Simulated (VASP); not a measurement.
Energy against volume of InN (zinc blende). Computed with SCAN meta-GGA, VASP's PBE PAW potentials (set 64) (plane waves; VASP). Numerical set-up: 520 eV cut-off, 13×13×13 Γ-centred mesh, first-order Methfessel-Paxton smearing of 0.10 eV, potentials In_d N.

```csv
V (Å³/atom),E (eV/atom)
14.629,-21.35117
15.096,-21.37417
15.563,-21.38255
16.030,-21.37831
```

### Question
Fit these four points and predict the energy of the run at 16.497 Å³/atom.

### Answer
A cubic in V^(−2/3), the third-order Birch-Murnaghan form, passes through the four points with V0 = 15.63 Å³/atom and B0 = 142 GPa, and gives -21.3632 eV/atom there. The run gave -21.3634 eV/atom, -0.2 meV/atom from the fit; all five points give B0 = 141 GPa.

The compound is InN in the zinc blende structure, a metastable form; wurtzite is the usual one. It was relaxed first.
